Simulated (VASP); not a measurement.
## LiF (strained rocksalt): one r²SCAN single-point calculation in two programs

```
Li F
1.0
     0.00000    2.04794    1.96190
     2.04794    0.00000    1.96190
     2.04794    2.04794    0.00000
Li F
1 1
Cartesian
  0.0000 0.0000 0.0000
  2.0479 2.0479 1.9619
```

Each program uses its own PAW datasets. VASP's cell holds 10 valence electrons and Ansatz's 10. Ansatz's stress includes a Pulay correction; VASP's doesn't.

Cutoffs: 520 eV in VASP, 500 eV in Ansatz. k meshes: 10×10×10 and 10×10×10.

```tsv
	VASP	Ansatz
gap between bands v and c	10.15 eV	9.95 eV
least direct gap	10.15 eV	9.95 eV
pressure	-3.1 GPa	-2.3 GPa
```

Band v is the last that the valence electrons fill when counted band by band, and c is the next. Levels in eV from the top of v, Ansatz:

| point | v−1 | v | c | c+1 |
| --- | --- | --- | --- | --- |
| Γ | 0.00 | 0.00 | 9.95 | 25.13 |
| X | -1.11 | -0.85 | 15.66 | 17.70 |
| K | -1.61 | -0.84 | 15.34 | 16.56 |
| L | -0.31 | -0.23 | 11.78 | 17.85 |
| W | -2.10 | -0.81 | 15.86 | 16.67 |

VASP:

```csv
point,v−1,v,c,c+1
Γ,0.00,0.00,10.15,25.29
X,-1.12,-0.86,15.68,17.60
K,-1.60,-0.85,15.32,16.59
L,-0.32,-0.23,11.76,18.00
W,-2.12,-0.80,15.86,16.68
```
